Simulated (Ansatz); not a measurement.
# AlCo: the cost of one run

Computed with Ansatz 0.2.0 (DFT PBE, scalar-relativistic, plane waves, PAW, unless a step's input says otherwise).

2 further runs of the same task are left out: 2 set aside as unsound or not needed.

**1. Starting point**

The structure is cubic, space group Pm-3m (No. 221). The conventional cell has a = 2.852 Å, b = 2.852 Å, c = 2.852 Å, α = 90.00°, β = 90.00°, γ = 90.00°. Al (site symmetry m-3m) is surrounded by 8 Co at 2.47 Å. Around Co (site symmetry m-3m) lie 8 Al at 2.47 Å.

Coordinates:

```xyz
2
Lattice="2.8519 0.0000 0.0000 0.0000 2.8519 0.0000 0.0000 0.0000 2.8519" Properties=species:S:1:pos:R:3 pbc="T T T"
Al    0.0000    0.0000    0.0000
Co    1.4260    1.4260    1.4260
```

It goes back to an entry of the Materials Project.

This cell was relaxed beforehand with the same method: volume 11.60 Å³/atom, gap on the mesh none (metal).

**2. Zero of energy**

The reference gives a free energy of -5664.8427 eV, pressure 0.05 GPa, largest force 0.000 eV/Å and gap on the mesh none (metal). It was computed beforehand with the settings of the runs below.

**3. The disturbance**

All atoms moved at random, sigma 0.25 Å a component, cell strained at random, sigma 0.03. Displacements in the unstrained cell, with the mean shift removed:

```
atom  ux (Å)  uy (Å)  uz (Å)
 Al1  -0.189  -0.037   0.018
 Co2   0.189   0.037  -0.018
```

Strain (xx, yy, zz, yz, xz, xy; engineering shear): (0.0182, 0.0287, -0.0751, 0.0479, 0.0397, 0.0581).

**4. The disturbed cell, one point**

Contents of input.yaml:

```yaml
crystal:
  lattice:
    - [2.9038977974, 0.0828841438, 0.0566579329]
    - [0.0828841438, 2.9337596159, 0.0683609667]
    - [0.0566579329, 0.0683609667, 2.6378098121]
  atoms:
    - { symbol: Al, position: [-0.0661374879, -0.013041705, 0.0063988235] }
    - { symbol: Co, position: [0.5661374879, 0.513041705, 0.4936011765] }
basis:
  ecutwfc: 420
kpoints:
  mp_grid: { grid: [12, 12, 12] }
hamiltonian:
  xc: pbe
scf:
  occupations: { method: gaussian, width: 0.15 }
output:
  forces: true
  stress: true
  eigenvalues: true
  write_density: true
  write_potential: true
  elf: true
  volumetric_format: npy
```

The run is started by

```console
ansatz run input.yaml --threads 2 --pin off --max-ram 5120MiB --backend cpu --events-out ev --progress --plain --runs-dir out
```

**Question.** How long does this run take on 2 threads of Intel Xeon Platinum 8375C at 2.90GHz (Ice Lake), shared host, and how much memory does it need?

About 11 s, with a peak of 0.67 GiB.
